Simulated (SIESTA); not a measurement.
Re under changes of volume

One of the cells (14.714 Å³/atom); the others are scaled copies at fixed shape and fractional positions:

```xyz
2
Lattice="2.7608 0.0000 0.0000 -1.3804 2.3909 0.0000 0.0000 0.0000 4.4582" Properties=species:S:1:pos:R:3 pbc="T T T"
Re    1.3804    0.7970    3.3436
Re    0.0000    1.5939    1.1145
```

- Program: SIESTA 5.4.2
- Functional: LDA
- Potentials or basis: PseudoDojo 0.4 standard (LDA files)
- Basis: DZP (energy shift 0.003 Ry; two zetas on semicore shells)
- Grid cutoff: 800 Ry
- Energy shift: 0.003 Ry
- k mesh: 11 × 11 × 6
- Occupations: fermi-dirac, width 0.05 eV
- Spin: no spin polarisation

```csv
volume (Å³/atom),energy over the lowest point (meV/atom),pressure (GPa)
13.831,36.20,19.9
14.125,9.29,9.8
14.420,0.00,0.8
14.714,6.35,-7.3
15.008,26.70,-14.6
15.303,?,?
15.597,103.93,-26.8
```

Q: What does the run at 15.303 Å³/atom give?

A: Energy over the lowest point 59.67 meV/atom; pressure -21.0 GPa.

Worked out: A Birch-Murnaghan fit of order 3 (a polynomial in V^(-2/3)) to the other rows has its minimum at 14.44 Å³/atom with B0 = V·E''(V) = 415 GPa and B' = 4.5 at fixed shape and positions, which overstates the stiffness. It gives 59.76 meV/atom at 15.303 Å³/atom, against the run's 59.67, and -dE/dV = -21.1 GPa, against -21.0.

Energies are extrapolated to zero smearing.

Caveats: short orbitals over semicore shells can move pressures by several GPa; the basis of atomic orbitals isn't converged, which shifts pressures, moduli and gaps.
